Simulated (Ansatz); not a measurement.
Sb under compression and expansion

```cif
data_structure
_symmetry_space_group_name_H-M 'Pm-3m'
_symmetry_Int_Tables_number 221
_cell_length_a 3.1600
_cell_length_b 3.1600
_cell_length_c 3.1600
_cell_angle_alpha 90.000
_cell_angle_beta 90.000
_cell_angle_gamma 90.000
_cell_volume 31.55
loop_
_atom_site_label
_atom_site_type_symbol
_atom_site_symmetry_multiplicity
_atom_site_Wyckoff_symbol
_atom_site_fract_x
_atom_site_fract_y
_atom_site_fract_z
_atom_site_occupancy
Sb1 Sb 1 a 0.00000 0.00000 0.00000 1
```

The runs use the primitive cell with vectors (3.160, 0.000, 0.000), (0.000, 3.160, 0.000), (0.000, 0.000, 3.160) Å, to which the k mesh refers.

The cell is COD entry 9013008, as deposited and not checked against the literature; nothing was relaxed.

Spin–orbit coupling is left out, though it moves levels of the heavy atoms by tenths of an eV or more.

Methods: DFT, PBE, all-electron LAPW, scalar-relativistic (Ansatz 0.2.0); DFT, PBE, PAW with Ansatz's default frozen-core files, scalar-relativistic (Ansatz 0.2.0).

For LAPW: a Γ-centred 13×13×13 k mesh, Fermi–Dirac smearing of 0.05 eV, basis error target 1 meV/atom, no spin polarisation. PAW takes a cutoff of 420 eV at this cell. The Ansatz runs share mesh, smearing and spin set-up. Plane-wave (PAW) pressures include the program's estimate of the Pulay term.

The cell above is scaled evenly, with fractional coordinates and shape held.

```json
{"V/V(cell)": "0.9400", "V (Å³/atom)": "29.661", "P, LAPW (GPa)": "0.67", "P, PAW (GPa)": "0.66", "free energy over the lowest listed, PAW (meV/atom)": "0.2"}
{"V/V(cell)": "0.9405", "V (Å³/atom)": "29.677", "P, LAPW (GPa)": "?", "P, PAW (GPa)": "?", "free energy over the lowest listed, PAW (meV/atom)": "?"}
{"V/V(cell)": "0.9600", "V (Å³/atom)": "30.292", "P, LAPW (GPa)": "-0.52", "P, PAW (GPa)": "-0.53", "free energy over the lowest listed, PAW (meV/atom)": "0.0"}
{"V/V(cell)": "0.9700", "V (Å³/atom)": "30.608", "P, LAPW (GPa)": "-1.06", "P, PAW (GPa)": "-1.07", "free energy over the lowest listed, PAW (meV/atom)": "1.6"}
{"V/V(cell)": "0.9800", "V (Å³/atom)": "30.923", "P, LAPW (GPa)": "-1.57", "P, PAW (GPa)": "-1.58", "free energy over the lowest listed, PAW (meV/atom)": "4.2"}
{"V/V(cell)": "0.9900", "V (Å³/atom)": "31.239", "P, LAPW (GPa)": "-2.05", "P, PAW (GPa)": "-2.06", "free energy over the lowest listed, PAW (meV/atom)": "7.8"}
{"V/V(cell)": "1.0000", "V (Å³/atom)": "31.554", "P, LAPW (GPa)": "-2.50", "P, PAW (GPa)": "-2.50", "free energy over the lowest listed, PAW (meV/atom)": "12.3"}
{"V/V(cell)": "1.0100", "V (Å³/atom)": "31.870", "P, LAPW (GPa)": "-2.92", "P, PAW (GPa)": "-2.93", "free energy over the lowest listed, PAW (meV/atom)": "17.6"}
{"V/V(cell)": "1.0200", "V (Å³/atom)": "32.186", "P, LAPW (GPa)": "-3.32", "P, PAW (GPa)": "-3.33", "free energy over the lowest listed, PAW (meV/atom)": "23.8"}
{"V/V(cell)": "1.0300", "V (Å³/atom)": "32.501", "P, LAPW (GPa)": "-3.69", "P, PAW (GPa)": "-3.70", "free energy over the lowest listed, PAW (meV/atom)": "30.7"}
{"V/V(cell)": "1.0400", "V (Å³/atom)": "32.817", "P, LAPW (GPa)": "-4.05", "P, PAW (GPa)": "-4.05", "free energy over the lowest listed, PAW (meV/atom)": "38.3"}
{"V/V(cell)": "1.0600", "V (Å³/atom)": "33.448", "P, LAPW (GPa)": "-4.70", "P, PAW (GPa)": "-4.70", "free energy over the lowest listed, PAW (meV/atom)": "55.6"}
```

Q: Fill in the row V/V(cell) = 0.9405.

A: P, LAPW (GPa) = 0.63, P, PAW (GPa) = 0.62, free energy over the lowest listed, PAW (meV/atom) = 0.1.

Q: What do Birch–Murnaghan fits to the pressures give?

A: LAPW: V0 = 30.01 Å³/atom, B0 = 56 GPa, B0′ = 4.8; PAW: V0 = 30.00 Å³/atom, B0 = 56 GPa, B0′ = 4.8.

PAW's V0 lies -0.02 % from the all-electron value and its B0 0.0 %. Symmetry fixes shape and coordinates here, so this is the relaxed modulus.
